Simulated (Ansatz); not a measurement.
NaBr:
```
CELL_PARAMETERS angstrom
      0.00000     3.01760     3.01760
      3.01760     0.00000     3.01760
      3.01760     3.01760     0.00000
ATOMIC_POSITIONS crystal
  Na 0.00000 0.00000 0.00000
  Br 0.50000 0.50000 0.50000
```

Relaxed with PBE. Special points in fractions of this cell's reciprocal vectors: Γ (0.000, 0.000, 0.000); X (0.500, 0.000, 0.500); U (0.625, 0.250, 0.625); K (0.375, 0.375, 0.750); L (0.500, 0.500, 0.500); W (0.500, 0.250, 0.750).

**Question.** List the band energies nearest the valence-band maximum at these points for plane-wave PAW PBE with spin–orbit coupling (Ansatz code).

**Answer.** In eV from the valence-band maximum; about four levels below and three above (degenerate sets whole), none deeper than 8.9 eV; points with the same levels are listed once.

| k | below | above |
|---|---|---|
| Γ | 0.00 0.00 0.00 0.00 | 3.90 3.90 9.64 9.64 9.64 9.64 |
| X | -0.92 -0.92 -0.65 -0.65 | 5.91 5.91 6.88 6.88 |
| U | -1.29 -1.29 -0.64 -0.64 | 6.67 6.67 7.81 7.81 |
| L | -0.57 -0.57 -0.26 -0.26 | 5.98 5.98 9.28 9.28 9.28 9.28 |
| W | -1.27 -1.27 -0.90 -0.90 | 7.24 7.24 8.52 8.52 |

Space group Fm-3m (rock salt). Symmetry was held in the PBE relaxation; phonons on a q-mesh show no instability.

Potentials: the later of the program's two PAW sets.
